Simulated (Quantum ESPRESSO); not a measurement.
A run of Quantum ESPRESSO 7.5 is set up as follows.

pw.in

```
&CONTROL
  calculation = 'scf'
  prefix = 'pwscf'
  outdir = './tmp'
  pseudo_dir = './pseudo'
  tprnfor = .true.
  tstress = .true.
  disk_io = 'low'
/
&SYSTEM
  ibrav = 0
  nat = 1
  ntyp = 1
  ecutwfc = 45
  ecutrho = 360
  nbnd = 18
  occupations = 'smearing'
  smearing = 'fd'
  degauss = 0.00367493
  nspin = 2
  starting_magnetization(1) = 0.0556
/
&ELECTRONS
  conv_thr = 2d-10
  electron_maxstep = 120
  mixing_beta = 0.3
/
ATOMIC_SPECIES
Ni    58.6934 ni_pbesol_v1.4.uspp.F.UPF
CELL_PARAMETERS angstrom
  -1.3837154700    1.3837154700    1.3837154700
   1.3837154700   -1.3837154700    1.3837154700
   1.3837154700    1.3837154700   -1.3837154700
ATOMIC_POSITIONS crystal
Ni     0.0000000000    0.0000000000    0.0000000000
K_POINTS automatic
13 13 13 0 0 0
```

pp_density.in

```
&INPUTPP
  prefix = 'pwscf'
  outdir = './tmp'
  filplot = 'density.dat'
  plot_num = 0
/
&PLOT
  nfile = 1
  filepp(1) = 'density.dat'
  iflag = 3
  output_format = 6
  fileout = 'density.cube'
/
```

The input pp_potential.in:

```
&INPUTPP
  prefix = 'pwscf'
  outdir = './tmp'
  filplot = 'potential.dat'
  plot_num = 11
/
&PLOT
  nfile = 1
  filepp(1) = 'potential.dat'
  iflag = 3
  output_format = 6
  fileout = 'potential.cube'
/
```

The input pp_spin.in:

```
&INPUTPP
  prefix = 'pwscf'
  outdir = './tmp'
  filplot = 'spin.dat'
  plot_num = 6
/
&PLOT
  nfile = 1
  filepp(1) = 'spin.dat'
  iflag = 3
  output_format = 6
  fileout = 'spin.cube'
/
```

Potentials or basis: GBRV 1.5 PBEsol.

Launch:

```sh
$ OMP_NUM_THREADS=1 mpirun -n 2 pw.x -nk 2 -in pw.in > pw.out
$ OMP_NUM_THREADS=1 mpirun -n 1 pp.x -in pp_density.in > pp_density.out
$ OMP_NUM_THREADS=1 mpirun -n 1 pp.x -in pp_potential.in > pp_potential.out
$ OMP_NUM_THREADS=1 mpirun -n 1 pp.x -in pp_spin.in > pp_spin.out
```

(1) Estimate the site moments.

(2) Estimate the absolute moment.

## Answers

(1) Ni +0.65 μB.

(2) 0.68 μB per cell.
